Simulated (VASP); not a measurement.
# Ge (I4_1/amd) in VASP: a series of runs, part 2 of 2

VASP 6.6.1. The steps go on from the part before.

## 6. Single point, PBE

INCAR

```
PREC = Accurate
ENCUT = 500
EDIFF = 1E-7
ISMEAR = 0
SIGMA = 0.05
LREAL = F
LASPH = T
NELM = 100
ALGO = Normal
ISIF = 2
LWAVE = F
LCHARG = F
GGA = PE
NBANDS = 21
ADDGRID = F
```

KPOINTS

```
regular mesh
0
Gamma
  2 2 2
```

POSCAR

```
Ge
1.0
   -2.5744897190      2.5744897190      1.3974126432
    2.5744897190     -2.5744897190      1.3974126432
    2.5744897190      2.5744897190     -1.3974126432
Ge
2
Direct
    0.5000000000      0.5000000000      0.0000000000
    0.2500000000      0.7500000000      0.5000000000
```

Potentials or basis: VASP PAW PBE potentials, release 64 (Ge_d).

On the command line:

```console
$ cat potpaw_PBE.64/Ge_d/POTCAR > POTCAR
$ mpirun -np 1 vasp_std > vasp.out
```

OUTCAR:

```text
PREC = Accurate
   ENCUT = 500
   EDIFF = 1E-7
   ISMEAR = 0
   LREAL = F
   LASPH = T
   NELM = 100
   ISIF = 2
   GGA = PE

 Found      4 irreducible k-points:

 Following reciprocal coordinates:
            Coordinates               Weight
  0.000000  0.000000  0.000000      1.000000
  0.500000  0.000000 -0.000000      4.000000
  0.500000  0.500000 -0.000000      2.000000
  0.500000  0.500000  0.500000      1.000000
   k-points           NKPTS =      4   k-points in BZ     NKDIM =      4   number of bands    NBANDS=     21
   number of dos      NEDOS =    301   number of ions     NIONS =      2
   total plane-waves  NPLWV =  21952
   dimension x,y,z NGX =    28 NGY =   28 NGZ =   28
   dimension x,y,z NGXF=    56 NGYF=   56 NGZF=   56
   ions per type =               2
   NGX,Y,Z   is equivalent  to a cutoff of  11.94, 11.94, 11.94 a.u.
   NGXF,Y,Z  is equivalent  to a cutoff of  23.87, 23.87, 23.87 a.u.
 SYSTEM =  unknown system
   PREC   = accura    normal or accurate (medium, high low for compatibility)
   ISTART =      0    job   : 0-new  1-cont  2-samecut
   ICHARG =      2    charge: 1-file 2-atom 10-const
   ISPIN  =      1    spin polarized calculation?
   LNONCOLLINEAR =      F non collinear calculations
   LSORBIT =      F    spin-orbit coupling
   LASPH  =      T    aspherical Exc in radial PAW
   ENCUT  =  500.0 eV  36.75 Ry    6.06 a.u.   7.11  7.11  7.11*2*pi/ulx,y,z
   NELM   =    100;   NELMIN=  2; NELMDL= -5     # of ELM steps
   EDIFF  = 0.1E-06   stopping-criterion for ELM
   LREAL  =      F    real-space projection
   EDIFFG = 0.1E-05   stopping-criterion for IOM
   NSW    =      0    number of steps for IOM
   IBRION =     -1    ionic relax: 0-MD 1-quasi-New 2-CG
   NFREE  =      0    steps in history (QN), initial steepest desc. (CG)
   ISIF   =      2    stress and relaxation
   ISYM   =      2    0-nonsym 1-usesym 2-fastsym
   POTIM  = 0.5000    time-step for ionic-motion
   TEBEG  =    0.0;   TEEND  =   0.0 temperature during run
   PSTRESS=    0.0 pullay stress
   NELECT =      28.0000    total number of electrons
   NUPDOWN=      -1.0000    fix difference up-down
   EMIN   =  10.00;   EMAX   =-10.00  energy-range for DOS
   EFERMI =   0.00;   METHOD = LEGACY
   ISMEAR =     0;   SIGMA  =   0.05  broadening in eV -4-tet -1-fermi 0-gaus
   EFERMI_NEDOS =   21; number of points for ismear=-14 and -15
   IALGO  =     38    algorithm
   IMIX   =      4    mixing-type and parameters
     AMIX     =   0.40;   BMIX     =  1.00
     AMIX_MAG =   1.60;   BMIX_MAG =  1.00
  volume/ion in A,a.u.               =      18.52       125.01
  Fermi-wavevector in a.u.,A,eV,Ry     =   1.491209  2.817976 30.255333  2.223704
  Thomas-Fermi vector in A             =   2.603893
   LORBIT       =      0    0 simple, 1 ext, 2 COOP (PROOUT), +10 PAW based schemes
   GGA     = PE    functional components
   LHFCALC =     F    Hartree Fock is set to
   AEXX    =    0.0000 exact exchange contribution
   IVDW    =     0    specifies the selected vdW correction
   LEPSILON=     F    determine dielectric tensor
   LRPA    =     F    only Hartree local field effects (RPA)
 non-spin polarized calculation
 Gauss-broadening in eV      SIGMA  =   0.05
  energy-cutoff  :      500.00
  volume of cell :       37.05
 maximum number of plane-waves:       950
   NGX = 15   NGY = 15   NGZ = 15

 number of electron      28.0000030 magnetization

 Free energy of the ion-electron system (eV)
  ---------------------------------------------------
  ext. energy  EPLUGINS =         0.00000000
  ---------------------------------------------------
  free energy    TOTEN  =        -9.06651825 eV

  energy without entropy =       -9.06651825  energy(sigma->0) =       -9.06651825

 E-fermi :   5.7377     XC(G=0): -11.2611

 val. band max:        5.4442637504   @ k =   0.5000   0.0000  -0.0000
 cond. band min:       7.4381025277   @ k =   0.5000   0.5000  -0.0000
 fundamental gap:      1.9938387773
 Fermi energy:         5.7377191971

 k-point     1 :       0.0000    0.0000    0.0000
  band No.  band energies     occupation
      1     -17.7939      2.00000
      2     -17.7217      2.00000
      3     -17.6501      2.00000
      4     -17.6153      2.00000
      5     -17.5443      2.00000
      6     -17.5399      2.00000
[... 13 lines left out ...]
     20      18.4018      0.00000
     21      19.4674      0.00000

 k-point     2 :       0.5000    0.0000   -0.0000
  band No.  band energies     occupation
      1     -17.7313      2.00000
      2     -17.6656      2.00000
      3     -17.6522      2.00000
      4     -17.6093      2.00000
      5     -17.6036      2.00000
      6     -17.5870      2.00000
[... 13 lines left out ...]
     20      18.4928      0.00000
     21      19.2745      0.00000

 k-point     3 :       0.5000    0.5000   -0.0000
  band No.  band energies     occupation
      1     -17.6682      2.00000
      2     -17.6682      2.00000
      3     -17.6564      2.00000
      4     -17.6564      2.00000
      5     -17.6268      2.00000
      6     -17.6268      2.00000
[... 13 lines left out ...]
     20      18.2897      0.00000
     21      20.2505      0.00000

 k-point     4 :       0.5000    0.5000    0.5000
  band No.  band energies     occupation
      1     -17.6925      2.00000
      2     -17.6925      2.00000
      3     -17.6166      2.00000
      4     -17.6166      2.00000
      5     -17.5897      2.00000
      6     -17.5897      2.00000
[... 13 lines left out ...]
     20      22.4051      0.00000
     21      23.4806      0.00000

------------------------ aborting loop because EDIFF is reached ----------------------------------------

  FORCE on cell =-STRESS in cart. coord.  units (eV):
  Direction    XX          YY          ZZ          XY          YZ          ZX
  --------------------------------------------------------------------------------------
  -------------------------------------------------------------------------------------
  Total        1.3217714      1.3217714      3.4374153      0.0000000      0.0000000      0.0000000
  in kB       57.1610187     57.1610187    148.6536573      0.0000000      0.0000000      0.0000000
  external PRESSURE =      87.6585649 kB  Pullay stress =       0.0000000 kB

 VOLUME and BASIS-vectors are now :
 -----------------------------------------------------------------------------
  energy-cutoff  :      500.00
  volume of cell :       37.05
      direct lattice vectors                 reciprocal lattice vectors
    -2.574489719  2.574489719  1.397412643     0.000000000  0.194213244  0.357804119
     2.574489719 -2.574489719  1.397412643     0.194213244  0.000000000  0.357804119
     2.574489719  2.574489719 -1.397412643     0.194213244  0.194213244  0.000000000

 POSITION                                       TOTAL-FORCE (eV/Angst)
 -----------------------------------------------------------------------------------
      0.00000      0.00000      1.39741         0.000000     -0.000000      0.000000
      2.57449      0.00000      0.69871        -0.000000      0.000000     -0.000000
 -----------------------------------------------------------------------------------
    total drift:                                0.000000     -0.000000      0.000000

  FREE ENERGIE OF THE ION-ELECTRON SYSTEM (eV)
  ---------------------------------------------------
  free  energy   TOTEN  =        -9.0665182491 eV

  energy  without entropy=       -9.0665182491  energy(sigma->0) =       -9.06651825
```

Run time: 3.1 s. Hardware: 1 thread of Intel Xeon 6975P-C (Granite Rapids), shared host; peak memory 0.15 GiB.

The run converged, but some of its settings lie outside the range that counts as converged, so its numbers aren't taken as properties of the crystal.

Results:

* Free energy: -9.0665 eV
* Pressure: 8.8 GPa
* Band gap on the k mesh: none (metal or under the smearing width)

Caveat: the k mesh is coarse (spacing up to 1.28 Å⁻¹), so the values aren't converged.

## 7. The reference run

An earlier run on the cell as given: functional PBE; potentials or basis VASP PAW PBE potentials, release 64 (Ge_d); cutoff 520 eV; k mesh 11 × 11 × 11; occupations fermi-dirac, width 0.05 eV; no spin polarisation.

* Pressure: 3.2 GPa
* Band gap on the k mesh: none (metal or under the smearing width)
